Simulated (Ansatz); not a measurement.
# Cd (Cd, diamond): the cost of one run

Program: Ansatz 0.2.0. Level of theory: DFT RPBE, plane waves (420 eV) with PAW, scalar-relativistic; PAW files made under PBE, frozen cores solved again for the functional. These are calculated values, not measurements.

### 1 The structure to begin with

Symmetry: Fd-3m, No. 227, cubic system. Conventional cell: a = 6.155 Å, b = 6.155 Å, c = 6.155 Å, α = 90.00°, β = 90.00°, γ = 90.00°. Around Cd (site symmetry -43m) lie 4 Cd at 2.66 Å.

Coordinates:

```xyz
2
Lattice="0.0000 3.0773 3.0773 3.0773 0.0000 3.0773 3.0773 3.0773 0.0000" Properties=species:S:1:pos:R:3 pbc="T T T"
Cd    0.7693    0.7693    0.7693
Cd    5.3852    5.3852    5.3852
```

### 2 Relaxation of the cell

Input file input.yaml:

```yaml
crystal:
  lattice:
    - [0.0, 3.0772608027, 3.0772608027]
    - [3.0772608027, 0.0, 3.0772608027]
    - [3.0772608027, 3.0772608027, 0.0]
  atoms:
    - { symbol: Cd, position: [0.125, 0.125, 0.125] }
    - { symbol: Cd, position: [0.875, 0.875, 0.875] }
hamiltonian:
  xc: rpbe
  pseudopotentials:
    kind: paw
    azcp:
      Cd: "pseudopotentials/Cd.paw.azcp"
basis:
  ecutwfc: 420
  fft_grid_basis: typed
kpoints:
  mp_grid: { grid: [9, 9, 9], shift: [0, 0, 0] }
magnetization:
  spin_polarized: false
scf:
  occupations: { method: fermi_dirac, width: 0.1 }
relax:
  max_steps: 60
  f_tol: 0.01
  cell: {}
output:
  write_density: true
  write_potential: true
  elf: true
  volumetric_format: npy
```

What time and memory should one allow on 2 threads of an x86-64 CPU, shared host?

About 9.4 s, with a peak of 0.53 GiB.
